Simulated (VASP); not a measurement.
# ZnO (P6_3/mmc) in VASP: further runs, part 2 of 2

VASP 6.6.1. Earlier steps stand in the parts before.

### Step 4. Single point, PBEsol (grid = ENCUT=400 dk=0.9 cell=2x2x2 ISMEAR=0 SIGMA=0.05 LREAL=Auto EDIFF=1e-06)

Contents of INCAR:

```
PREC = Accurate
ENCUT = 400
EDIFF = 1E-6
ISMEAR = 0
SIGMA = 0.05
LREAL = Auto
LASPH = True
NELM = 120
ALGO = Fast
ISIF = 2
LWAVE = False
LCHARG = False
GGA = PS
NBANDS = 154
```

Contents of KPOINTS:

```
Automatic mesh
0
Gamma
  2 2 1
```

Contents of POSCAR:

```
ZnO
1.0
    6.5759343174      0.0000000000      0.0000000000
   -3.2879671586      5.6949261724      0.0000000000
    0.0000000000      0.0000000000     14.2608827000
Zn O
16 16
Direct
    0.0000000000      0.0000000000      0.1250000000
    0.0000000000      0.0000000000      0.6250000000
    0.0000000000      0.5000000000      0.1250000000
    0.0000000000      0.5000000000      0.6250000000
    0.5000000000      0.0000000000      0.1250000000
    0.5000000000      0.0000000000      0.6250000000
    0.5000000000      0.5000000000      0.1250000000
    0.5000000000      0.5000000000      0.6250000000
    0.0000000000      0.0000000000      0.3750000000
    0.0000000000      0.0000000000      0.8750000000
    0.0000000000      0.5000000000      0.3750000000
    0.0000000000      0.5000000000      0.8750000000
    0.5000000000      0.0000000000      0.3750000000
    0.5000000000      0.0000000000      0.8750000000
    0.5000000000      0.5000000000      0.3750000000
    0.5000000000      0.5000000000      0.8750000000
    0.3333333334      0.1666666666      0.3750000000
    0.3333333334      0.1666666666      0.8750000000
    0.3333333334      0.6666666666      0.3750000000
    0.3333333334      0.6666666666      0.8750000000
    0.8333333333      0.1666666666      0.3750000000
    0.8333333333      0.1666666666      0.8750000000
    0.8333333333      0.6666666666      0.3750000000
    0.8333333333      0.6666666666      0.8750000000
    0.1666666666      0.3333333334      0.1250000000
    0.1666666666      0.3333333334      0.6250000000
    0.1666666666      0.8333333333      0.1250000000
    0.1666666666      0.8333333333      0.6250000000
    0.6666666666      0.3333333334      0.1250000000
    0.6666666666      0.3333333334      0.6250000000
    0.6666666666      0.8333333333      0.1250000000
    0.6666666666      0.8333333333      0.6250000000
```

Potentials or basis: VASP PAW PBE potentials, release 64 (Zn, O).

Launch:

```
cat potpaw_PBE.64/Zn/POTCAR potpaw_PBE.64/O/POTCAR > POTCAR
mpirun -np 1 vasp_std > vasp.out
```

OUTCAR:

```text
PREC = Accurate
   ENCUT = 400
   EDIFF = 1E-6
   ISMEAR = 0
   LREAL = Auto
   LASPH = True
   NELM = 120
   ISIF = 2
   GGA = PS

 Found      2 irreducible k-points:

 Following reciprocal coordinates:
            Coordinates               Weight
  0.000000  0.000000  0.000000      1.000000
  0.500000  0.000000  0.000000      3.000000
   k-points           NKPTS =      2   k-points in BZ     NKDIM =      2   number of bands    NBANDS=    154
   number of dos      NEDOS =    301   number of ions     NIONS =     32
   total plane-waves  NPLWV = 221184
   dimension x,y,z NGX =    48 NGY =   48 NGZ =   96
   dimension x,y,z NGXF=    96 NGYF=   96 NGZF=  192
   ions per type =              16  16
   NGX,Y,Z   is equivalent  to a cutoff of  12.13, 12.13, 11.19 a.u.
   NGXF,Y,Z  is equivalent  to a cutoff of  24.27, 24.27, 22.38 a.u.
 SYSTEM =  unknown system
   PREC   = accura    normal or accurate (medium, high low for compatibility)
   ISTART =      0    job   : 0-new  1-cont  2-samecut
   ICHARG =      2    charge: 1-file 2-atom 10-const
   ISPIN  =      1    spin polarized calculation?
   LNONCOLLINEAR =      F non collinear calculations
   LSORBIT =      F    spin-orbit coupling
   LASPH  =      T    aspherical Exc in radial PAW
[... 218 lines left out ...]
  band No.  band energies     occupation
      1     -18.0378      2.00000
      2     -18.0378      2.00000
      3     -18.0069      2.00000
      4     -18.0069      2.00000
      5     -18.0069      2.00000
      6     -18.0069      2.00000
[... 146 lines left out ...]
    153       4.1608      0.00000
    154       4.3004      0.00000

------------------------ aborting loop because EDIFF is reached ----------------------------------------

  FORCE on cell =-STRESS in cart. coord.  units (eV):
  Direction    XX          YY          ZZ          XY          YZ          ZX
  --------------------------------------------------------------------------------------
  -------------------------------------------------------------------------------------
  Total      -28.3181285    -28.3181285    -14.8020162     -0.0000000      0.0000000      0.0000000
  in kB      -84.9538681    -84.9538681    -44.4057782     -0.0000000      0.0000000      0.0000000
  external PRESSURE =     -71.4378381 kB  Pullay stress =       0.0000000 kB

 VOLUME and BASIS-vectors are now :
 -----------------------------------------------------------------------------
  energy-cutoff  :      400.00
  volume of cell :      534.06
      direct lattice vectors                 reciprocal lattice vectors
     6.575934317  0.000000000  0.000000000     0.152069645  0.087797451  0.000000000
    -3.287967159  5.694926172  0.000000000     0.000000000  0.175594901  0.000000000
     0.000000000  0.000000000 14.260882700     0.000000000  0.000000000  0.070121887

 POSITION                                       TOTAL-FORCE (eV/Angst)
 -----------------------------------------------------------------------------------
      0.00000      0.00000      1.78261         0.000000      0.000000     -0.000000
      0.00000      0.00000      8.91305         0.000000     -0.000000     -0.000000
     -1.64398      2.84746      1.78261         0.000000     -0.000000      0.000000
     -1.64398      2.84746      8.91305         0.000000      0.000000     -0.000000
      3.28797      0.00000      1.78261         0.000000      0.000000     -0.000000
      3.28797      0.00000      8.91305         0.000000     -0.000000     -0.000000
[... 24 lines left out ...]
      1.64398      4.74577      1.78261         0.000000     -0.000000     -0.000000
      1.64398      4.74577      8.91305        -0.000000      0.000000     -0.000000
 -----------------------------------------------------------------------------------
    total drift:                                0.000001      0.000002      0.000000

  FREE ENERGIE OF THE ION-ELECTRON SYSTEM (eV)
  ---------------------------------------------------
  free  energy   TOTEN  =      -146.0377115962 eV

  energy  without entropy=     -146.0377115962  energy(sigma->0) =     -146.03771160
```

Wall time 3.8 min (1 thread of Intel Xeon 6975P-C (Granite Rapids), shared host); peak memory 0.52 GiB.

These settings aren't checked as converged: the numbers below hold their error.

Results:

- Free energy: -146.0377 eV
- Band gap on the k mesh: 0.73 eV

Caveat: the k mesh is coarse (spacing up to 0.55 Å⁻¹), so the values aren't converged; the cutoff is under 1.25 times the usual one of these potentials, so pressure, stress and relaxed cells hold a basis-set (Pulay) error; the PAW data sets were made with another functional, which shifts forces and pressure a little.
